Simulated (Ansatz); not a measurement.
# Na₂F and its competing phases

Theory: DFT PBE, scalar-relativistic, plane waves, PAW in Ansatz. All cells share a 420 eV cutoff and Γ-centred k meshes spaced at most about 0.3 Å⁻¹ (about 0.25 or finer for metals, 2π included). No spin polarisation.

The zero of energy is the elements' standard structures at the same level (F₂ as a molecule); no fitted shifts are applied.

These are static total energies at zero pressure. In Na2F P4/mmm an odd number of electrons in the primitive cell allows no gap without spin; a larger cell or a magnetic state could open one.

The competitors are the elements and 1 reference phase of this chemical system (from databases or known types: NaF), relaxed at the same level; other known phases may be missing.

The candidate was reached from: ordered vacancies on the anion sites of rock salt.

```yaml
crystal:
  lattice:
    - [3.37346, 0.00000, 0.00000]
    - [0.00000, 3.37346, 0.00000]
    - [0.00000, 0.00000, 5.31298]
  atoms:
    - { symbol: Na, position: [0.00000, 0.00000, 0.00000] }
    - { symbol: Na, position: [0.50000, 0.50000, 0.50000] }
    - { symbol: F, position: [0.00000, 0.00000, 0.50000] }
```

Problem. Is it stable, and against what?

Solution. Not stable. Its formation energy is -1.642 eV/atom. The lowest competing mixture at this composition is this:

| phase | space group | source | share of atoms | ΔE_f (eV/atom) |
| --- | --- | --- | --- | --- |
| Na | - | element | 0.3333 | -0.0014 |
| NaF | Fm-3m (No. 225) | Materials Project | 0.6667 | -2.711 |

The lowest database cell of Na (-0.0014) lies slightly below the reference, hence the non-zero entry.

The mixture lies at -1.808 eV/atom, and the candidate lies 166 meV/atom above it. The candidate matches no cell in the subsets of the Crystallography Open Database and the Materials Project at hand. It is metastable at best. Whether it is a true minimum wasn't tested by phonons.
